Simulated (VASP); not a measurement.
A VASP 6.6.1 single-point calculation on ZnO

INCAR

```
IVDW = 12
ENCUT = 520
LASPH = .TRUE.
LCHARG = .FALSE.
ISMEAR = -1
NELM = 120
ISIF = 2
NBANDS = 16
PREC = Accurate
LWAVE = .FALSE.
SIGMA = 0.02
NSW = 0
IBRION = -1
EDIFF = 1E-7
GGA = PE
LREAL = .FALSE.
```

KPOINTS

```
KPOINTS created by Atomic Simulation Environment
0
Gamma
10 10 10
0 0 0
```

POSCAR

```
Zn O
 1.0000000000000000
     0.0000000000000000    2.3813355760000001    2.2763938208000001
     2.3813355760000001    0.0000000000000000    2.2763938208000001
     2.3813355760000001    2.3813355760000001    0.0000000000000000
 Zn  O
   1   1
Cartesian
  0.0000000000000000  0.0000000000000000  0.0000000000000000
  1.1906677880000001  1.1906677880000001  1.1381969104000000
```

The recommended PBE PAW datasets give the neutral cell 18 valence electrons.

Command

```
mpirun -np 1 vasp_std
```

Problem. How does this run end, and what does it give?

Solution. It converged. Results: gap between bands v and c on the k mesh 0.49 eV; least direct gap on the k mesh 0.49 eV; pressure -7.5 GPa. Band v is the last that the valence electrons fill when counted band by band, and c is the next.

OSZICAR

```
N       E                     dE             d eps       ncg     rms          rms(c)
DAV:   1     0.986201333260E+02    0.98620E+02   -0.94871E+03  3312   0.158E+03
DAV:   2    -0.458433520719E+01   -0.10320E+03   -0.93893E+02  3664   0.293E+02
DAV:   3    -0.105053809788E+02   -0.59210E+01   -0.58960E+01  3776   0.720E+01
DAV:   4    -0.105387651608E+02   -0.33384E-01   -0.33382E-01  3992   0.561E+00
DAV:   5    -0.105388968766E+02   -0.13172E-03   -0.13172E-03  3936   0.317E-01    0.943E+00
DAV:   6    -0.890600242526E+01    0.16329E+01   -0.32224E+00  5040   0.522E+01    0.573E+00
DAV:   7    -0.891483302264E+01   -0.88306E-02   -0.80603E-01  3736   0.128E+01    0.329E+00
DAV:   8    -0.890463235506E+01    0.10201E-01   -0.13622E-01  3408   0.324E+00    0.681E-01
DAV:   9    -0.889716131805E+01    0.74710E-02   -0.14174E-02  4816   0.212E+00    0.150E-01
DAV:  10    -0.889741405696E+01   -0.25274E-03   -0.36097E-03  3360   0.456E-01    0.635E-02
DAV:  11    -0.889750187166E+01   -0.87815E-04   -0.82066E-05  3872   0.972E-02    0.132E-02
DAV:  12    -0.889750493538E+01   -0.30637E-05   -0.55901E-06  4016   0.255E-02    0.118E-02
DAV:  13    -0.889750386713E+01    0.10683E-05   -0.35816E-06  3872   0.225E-02    0.152E-03
DAV:  14    -0.889750375915E+01    0.10798E-06   -0.28920E-07  3816   0.669E-03    0.324E-04
DAV:  15    -0.889750373636E+01    0.22785E-07   -0.53781E-09  1736   0.141E-03
   1 F= -.93109979E+01 E0= -.93109979E+01  d E =-.550956E-08
```

For comparison, a separate PBE run of the intended cell, on usual settings and not on those above, gives a gap of 0.49 eV on its mesh and a pressure of -4.9 GPa.
